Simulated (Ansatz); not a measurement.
# Relaxing Al$_{2}$Cu

All numbers below come from Ansatz, DFT PBE, scalar-relativistic, plane waves, PAW. Run with 420 eV cutoff, 6×6×8 k-mesh, Gaussian smearing of 0.10 eV, no spin polarisation.

What was changed: uniaxial strain along c, with a, b and atoms relaxed: -3.0 %.

Command:

```bash
ansatz run input.yaml --threads 1 --pin off --max-ram 2560MiB --backend cpu --events-out ev --progress --plain --runs-dir out
```

Input:

```yaml
crystal:
  lattice:
    - [6.0978803628, 0.0, 0.0]
    - [0.0, 6.0978803628, 0.0]
    - [0.0, 0.0, 4.7363987986]
  atoms:
    - { symbol: Al, position: [0.1571052666, 0.3428947334, 0.0] }
    - { symbol: Al, position: [0.1571052666, 0.6571052666, 0.5] }
    - { symbol: Al, position: [0.8428947334, 0.3428947334, 0.5] }
    - { symbol: Al, position: [0.8428947334, 0.6571052666, 0.0] }
    - { symbol: Al, position: [0.6571052666, 0.8428947334, 0.5] }
    - { symbol: Al, position: [0.6571052666, 0.1571052666, 0.0] }
    - { symbol: Al, position: [0.3428947334, 0.8428947334, 0.0] }
    - { symbol: Al, position: [0.3428947334, 0.1571052666, 0.5] }
    - { symbol: Cu, position: [0.0, 0.0, 0.75] }
    - { symbol: Cu, position: [0.0, 0.0, 0.25] }
    - { symbol: Cu, position: [0.5, 0.5, 0.25] }
    - { symbol: Cu, position: [0.5, 0.5, 0.75] }
basis:
  ecutwfc: 420
kpoints:
  mp_grid: { grid: [6, 6, 8] }
hamiltonian:
  xc: pbe
scf:
  occupations: { method: gaussian, width: 0.1 }
output:
  forces: true
  stress: true
  eigenvalues: true
relax:
  adjacent_minimum: "off"
  f_tol: 0.008
  max_steps: 40
  cell: { stress_tol: 0.015, fix: [c, angles] }
```

F is the free energy. Steps run on the plane waves of an earlier cell, but the last one, and at times one on the way, on a freshly chosen basis, so a repeated geometry can differ a little in energy. The held parts of the cell keep their stress, so P needn't end at zero.

Steps:

```tsv
step	F − F(1) (eV)	largest force component (eV/Å)	V (Å³/atom)	P (GPa)
1	0.0000	0.019	14.677	1.79
2	-0.0004	0.001	14.669	1.83
3	-0.0004	0.000	14.674	1.79
4	-0.0003	0.000	14.674	1.79
```

Relaxed structure:

```
CELL_PARAMETERS angstrom
6.09737 0.00000 0.00000
0.00000 6.09737 0.00000
0.00000 0.00000 4.73640
ATOMIC_POSITIONS crystal
Al 0.15673 0.34327 0.00000
Al 0.15673 0.65673 0.50000
Al 0.84327 0.34327 0.50000
Al 0.84327 0.65673 0.00000
Al 0.65673 0.84327 0.50000
Al 0.65673 0.15673 0.00000
Al 0.34327 0.84327 0.00000
Al 0.34327 0.15673 0.50000
Cu 0.00000 0.00000 0.75000
Cu 0.00000 0.00000 0.25000
Cu 0.50000 0.50000 0.25000
Cu 0.50000 0.50000 0.75000
```

The structure is tetragonal, space group I4/mcm (No. 140). The conventional cell has a = 6.097 Å, b = 6.097 Å, c = 4.736 Å, α = 90.00°, β = 90.00°, γ = 90.00°. Al (site symmetry m2m) has 4 Cu at 2.59 Å and 3 Al at 2.70 to 2.86 Å as nearest neighbours. Cu (site symmetry 422) has 2 Cu at 2.37 Å and 8 Al at 2.59 Å as nearest neighbours.

The run converged. It took 4.5 min on 1 thread of Arm Neoverse N1 (shared host), peak memory 0.67 GiB.